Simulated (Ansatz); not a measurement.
**Al2O3 at a changed volume — ¹⁷O NMR of the central transition**

Cell: a measured structure from the Crystallography Open Database (COD), relaxed with PBE at fixed cell and then changed (volume scaled by 1.04, ions relaxed).

Space group R-3c:H (No. 167); a = 4.8231, c = 13.1666 Å, γ = 120.00°.

```
site  Wyckoff  site symmetry       x       y       z
  Al      12c             3.  0.0000  0.0000  0.8522
   O      18e             .2  0.9728  0.3333  0.0833
```

One atom of each set is listed; the run and its k-mesh use a cell of 10 atoms with edges of 5.20, 5.20, 5.20 Å.

Computed with Ansatz: DFT, PBE, plane waves and PAW, scalar-relativistic, 420 eV cutoff, Γ-centred 8×8×8 k-points, Fermi–Dirac smearing 0.02 eV.

¹⁷O has I = 5/2 and Q = -25.58 mb (Pyykkö 2018); at 14.1 T its Larmor frequency is ν₀ = 81.4 MHz. Only the quadrupole interaction is simulated: positions count from each site's isotropic chemical shift, and J coupling is left out, as are shift anisotropy and dipolar coupling, which fast spinning averages.

(1) Give C_Q, η, the quadrupolar product P_Q = |C_Q|(1 + η²/3)^½, the second-order isotropic shift and the breadth of the pattern (fast magic-angle spinning) for each O site.

Results:

(1) 

```csv
site,first shell,C_Q (MHz),η,P_Q (MHz),δ_QIS (ppm),breadth (kHz)
O,4 Al at 1.88–2.00 Å; also 2 Al at 3.26 Å,2.51,0.52,2.62,-6.20,1.17
```

δ_QIS = −(ν_Q²/30ν₀²)[I(I+1) − 3/4](1 + η²/3) × 10⁶ ppm with ν_Q = 3|C_Q|/[2I(2I−1)]; it falls as 1/B₀² in ppm, and the breadth as 1/B₀ in kHz.

The relaxation (2 steps) took 5.9 s of wall time (16 s of CPU time) and 0.55 GiB at its peak, on 4 threads of Intel Xeon Platinum 8488C (Sapphire Rapids) (x86_64; 16 cores open to the job, memory cap 8.0 GiB, no GPU), a shared host with a load of 0.4 a core.
